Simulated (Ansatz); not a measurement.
# twin(10-12) boundary in hcp Co with Ta (substitutional): structure and resistance, part 3 of 3

Aim: the relaxed structure and the specific resistance of the twin(10-12) boundary in hcp Co with Ta (substitutional).

Ansatz 0.2.0; Ansatz plane-wave DFT, PBE, PAW files, collinear spin; relaxation of a bicrystal slab with its lowest layers held; PAW set soft_1 (the session's first sound run).

So far. Step 2 (Relaxing the bicrystal): The largest force component on a free atom ends at 0.021 eV/Å, under the tolerance of 0.03, after 6 steps.

## (3) Transmission across the boundary (continued)

Level of this step: Ansatz plane-wave DFT, PBE, PAW files, collinear spin; ballistic transport by layer matching (Landauer), zero bias; boundary relaxed in a short slab, bulk layers laid on; PAW set soft_1 (Ansatz).

Open channels over k1 and k2. At 0.0000 eV from the Fermi level, spin down.

Ten even steps from '0' (2.00) to '9' (8.00):
```
001303630310
000133333100
000000000000
000011111000
000011111000
000011311000
011133133111
013331113331
033331113333
333331113333
953551115535
965551115556
953551115535
333331113333
033331113333
013331113331
011133133111
000011311000
000011111000
000011111000
000000000000
000133333100
001303630310
003303630330
```
Columns: k1 (b1) from -0.5 to 0.417; rows upwards: k2 (b2) from -0.5 to 0.458.

Slowest decay crystal 1 over k1 and k2. At 0.0000 eV from the Fermi level, spin up.

Ten even steps from '0' (0.000) to '9' (0.351):
```
643333533334
000000000000
000000000000
000000000000
000000000000
000000000000
000000000000
000000000000
000000000000
000000000000
000000000000
000000000000
000000000000
000000000000
000000000000
000000000000
000000000000
000000000000
000000000000
000000000000
000000000000
000000000000
643333533334
986545754568
```
Columns: k1 (b1) from -0.5 to 0.417; rows upwards: k2 (b2) from -0.5 to 0.458.

Spin density in the ca plane at fractional y = 0.417, with atoms of Co and Ta within 0.2 Å of it.

Values in e/Å³, 9 rows by 16 columns, each cell a mean:
```
0.1 0.0 0.0 0.0 0.0 0.2 0.7 0.0 0.0 0.0 0.1 0.8 0.0 0.0 0.0 0.0
0.0 0.0 0.0 0.0 0.0 0.0 0.0 0.0 0.0 0.0 0.0 0.0 0.0 0.0 0.0 0.0
0.3 0.0 0.0 0.0 0.0 0.4 0.0 0.0 0.0 0.0 0.0 0.2 0.2 0.0 0.0 0.0
0.2 0.0 0.4 1.5 0.0 2.4 0.2 0.0 0.0 0.0 0.0 1.5 1.1 0.1 1.7 0.0
0.0 0.0 0.3 1.2 0.0 0.3 0.0 0.0 0.0 0.0 0.0 0.2 0.1 0.1 1.5 0.0
0.0 0.0 0.0 0.0 0.0 0.0 0.0 0.0 0.0 0.0 0.0 0.0 0.0 0.0 0.0 0.0
0.0 0.0 0.2 0.0 0.0 0.0 0.0 0.0 0.0 0.0 0.0 0.0 0.0 0.0 0.1 0.1
0.9 0.0 2.3 0.3 0.0 0.0 0.1 0.0 0.0 0.0 0.0 0.1 0.0 0.0 1.8 0.8
1.9 0.0 0.6 0.1 0.0 0.5 1.6 0.0 0.0 0.0 0.1 2.0 0.0 0.0 0.5 0.2
```
Columns run along c (16.0 Å, from fractional 0.36 to 0.67 of the cell), rows up along a (6.0 Å). Atoms in or near the plane, at fractional coordinates: Co at (0.36, 0.07), Co at (0.41, 0.13), Co at (0.42, 0.54), Co at (0.47, 0.60), Co at (0.48, 0.01), Ta at (0.53, 0.08), Co at (0.58, 0.01), Co at (0.59, 0.60), Co at (0.64, 0.54), Co at (0.65, 0.13).

Electrostatic potential energy in the ca plane at fractional y = 0.417, with atoms of Co and Ta within 0.2 Å of it. With pseudopotentials it is smooth inside the atoms' cores, unlike the true potential.

Values in eV, 9 rows by 16 columns, each cell a mean:
```
  2  15  15  15  15  -5 -18  13  -4   5   4 -24  10  15  15  15
 12  14  16  16  15  13  12  15  15  15  15  10  15  14  17  15
 -6  16  12   7  13 -15   7  14  17  15  15  -6  -3  14   6  15
 -2  17  -9 -25   5 -30  -3  17  18  17  16 -22 -19  -1 -29  10
 14  15  -7 -23  12 -11   9  17  18  18  16  -3  -1   0 -27  10
 16  14  13   9  15  15  15  15  17  17  14  16  15  14   7  15
 12  15  -5   9  14  16  16  14   6  11  15  17  15  15  -1   5
-20   9 -29  -7  16   9   2  10 -25 -10  12  -1  15  15 -24 -15
-27  11 -18   3  17 -12 -25   7 -30 -15  -2 -30   8  16 -13  -4
```
Columns run along c (16.0 Å, from fractional 0.36 to 0.67 of the cell; values clipped at the 3rd and 97th percentile), rows up along a (6.0 Å). Atoms in or near the plane, at fractional coordinates: Co at (0.36, 0.07), Co at (0.41, 0.13), Co at (0.42, 0.54), Co at (0.47, 0.60), Co at (0.48, 0.01), Ta at (0.53, 0.08), Co at (0.58, 0.01), Co at (0.59, 0.60), Co at (0.64, 0.54), Co at (0.65, 0.13).

ELF in the ca plane at fractional y = 0.417, with atoms of Co and Ta within 0.2 Å of it. It is the smooth field of the valence electrons, not physical close to the nuclei.

Ten even steps from '0' (0.14) to '9' (0.74), each cell a mean:
```
11123210122222126621313774121146411222210123
11232222222123111102431001242112112212222222
12321222222223321123333323333211123222222221
11221222122332111233223333222321112233212222
41122221001321232122212222112211221132100122
41122201321111585112211111112213762121232112
20122104872112695112211000123114873111585102
02222114872121242013210000123202431111596212
22222211331131000122221000122220001321232122
22212321111233211222222102222222122332111232
22222321123222222222232002332222222223321223
11232111113211222223331001343222222123211112
11121145311222221124423674134311122222025421
64111269611222101113318889423111012221048831
96211146411221025421229319512135301221036621
64112112112221039831219879411279511222112111
```
Columns run along c (16.0 Å, from fractional 0.36 to 0.67 of the cell), rows up along a (6.0 Å). Atoms in or near the plane, at fractional coordinates: Co at (0.36, 0.07), Co at (0.41, 0.13), Co at (0.42, 0.54), Co at (0.47, 0.60), Co at (0.48, 0.01), Ta at (0.53, 0.08), Co at (0.58, 0.01), Co at (0.59, 0.60), Co at (0.64, 0.54), Co at (0.65, 0.13).

Nearest the Fermi level spin up passes 0.858 of 1.77 channels of the lower lead and spin down 1.29 of 3.18.

## (4) Specific resistance

This step: Ansatz plane-wave DFT, PBE, PAW files, collinear spin; ballistic transport by layer matching (Landauer), zero bias; specific resistance of the boundary; PAW set soft_1 (Ansatz 0.2.0).

Numbers from this step:

| Property | Result |
| --- | --- |
| area resistance | 1.014 fΩ m² |
| T over the leads' mean channel count | 0.4314 |
| spin asymmetry γ | -0.1142 (R down - R up) / (R down + R up) |

Averaged over the energies near the Fermi level, 43.1 % of the channels pass, which makes 1.01 fΩ m².

By hand, with means over the energies near the Fermi level: RA per spin = A (h/e²)(1/T − ½[1/N₁ + 1/N₂]); spin up: 14.94×10⁻²⁰ m² × 25 813 Ω × (1/0.8637 − ½[1/1.774 + 1/1.774]) = 2.29 fΩ m²; spin down: 14.94×10⁻²⁰ m² × 25 813 Ω × (1/1.270 − ½[1/3.170 + 1/3.174]) = 1.82 fΩ m². The spins conduct in parallel, so 1/RA = 1/2.29 + 1/1.82 and RA = 1.01 fΩ m²; γ = (1.82 − 2.29)/(1.82 + 2.29) = -0.11.

## (5) Outcome

| Quantity | Value |
| --- | --- |
| specific resistance of the boundary | 1.01 fΩ m² |
| share of channels that pass | 0.431 |

The boundary has a specific resistance of 1.0 fΩ m². The boundary reflects 57 % of the channels; 1.0 fΩ m² is 10×10⁻¹² Ω·cm². One Ta in 14.9 Å² of boundary is a high coverage. Each plane of this narrow cell holds one atom, so the solute fills a whole plane. One starting structure was relaxed; another shift or atom count at the boundary may lie lower. Spin-orbit coupling is left out, which matters for Ta. One magnetic start was tried, and the two spins conduct in parallel without mixing.

[Logs are printed without paths, hosts, clocks, repeated set-up lines and the standing remarks that a program may print on its own settings, such as how far it seeks lower states.]

[Hosts, paths, dates, database ids (printed as entryN), source tags and the programs' standing remarks are cut or masked in the printed files.]
